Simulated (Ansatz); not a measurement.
# ZnSe: strain energy, fitted

ZnSe, F-43m, a = 5.633 Å. Ansatz: PBEsol, PAW, 420 eV, Γ-centred 8×8×6 mesh on 4 atoms, Gaussian smearing 0.02 eV; no spin polarisation. Series: biaxial strain in the a-b plane, c and atoms relaxed; x is the strain in per cent. The axes a, b, c are those of the computed cell (3.983, 3.983, 5.633 Å), along [1 1 0], [-1 1 0], [0 0 1] of the cell named above. y is the free energy over the unstrained cell, V0 = 22.345 Å³/atom.

| x (%) | y (meV/atom) |
| --- | --- |
| -6.0 | ? |
| -4.0 | 19.37 |
| -2.0 | 4.66 |
| 0.0 | 0.00 |
| 2.0 | 4.16 |
| 4.0 | 16.00 |
| 6.0 | 34.46 |

Task: Fit y = c2 x² + c3 x³ to the other rows, turn c2 into a modulus, and predict the missing energy.

Result: Least squares on the rows shown. y = 1.1079 x² − 0.025312 x³. In eV per unit strain² c2 is 11.08; M is the biaxial modulus (E = M V0 ε²): 11.08 × 160.2 / (22.345) = 79 GPa. At x = -6.0 the fit asked for gives 45.35 meV/atom. The run gave 45.49 meV/atom, so the fit is 0.14 meV/atom too low, a small miss on the scale of the series.